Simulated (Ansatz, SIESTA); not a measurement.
**SiC: programs and potentials compared**

```
Si C
1.0
     3.07569    0.00000    0.00000
    -1.53785    2.66363    0.00000
     0.00000    0.00000   10.07065
Si C
4 4
Cartesian
  0.0000 0.0000 1.8922
  0.0000 0.0000 6.9275
  0.0000 1.7758 4.4094
  1.5378 0.8879 9.4447
  0.0000 0.0000 0.0046
  0.0000 0.0000 5.0400
  0.0000 1.7758 2.5157
  1.5378 0.8879 7.5510
```

The cell is a database's computed one, not the measured one.

Alike in all runs: task band structure; functional PBEsol; k mesh 10 × 10 × 3; occupations fermi-dirac, width 0.05 eV; no spin polarisation; no spin-orbit coupling. Pressure is positive in compression and, in plane waves, holds the error of the finite cutoff, which Ansatz's Pulay term estimates and takes out. Gaps are the smaller of the mesh's and the band path's.

```csv
program and potentials,plane-wave cutoff (eV),notes,band gap (eV),pressure (GPa)
"Ansatz, Ansatz PAW",420,"potentials made for PBE, which Ansatz adapts in part; Pulay term of +0.30 GPa included",2.12,0.46
"SIESTA, files PseudoDojo sr-pbesol-0.4.1-standard, DZP (energy shift 0.003 Ry)",-,atomic basis,2.11,3.58
"Ansatz, all-electron LAPW, scalar-relativistic",-,-,?,?
```

Task: Estimate from the other rows what the run with Ansatz, all-electron LAPW, scalar-relativistic gave.

Result: Band gap 2.12 eV; pressure 0.41 GPa. The other rows, which needn't bracket it: band gap 2.11 to 2.12; pressure 0.46 to 3.58.
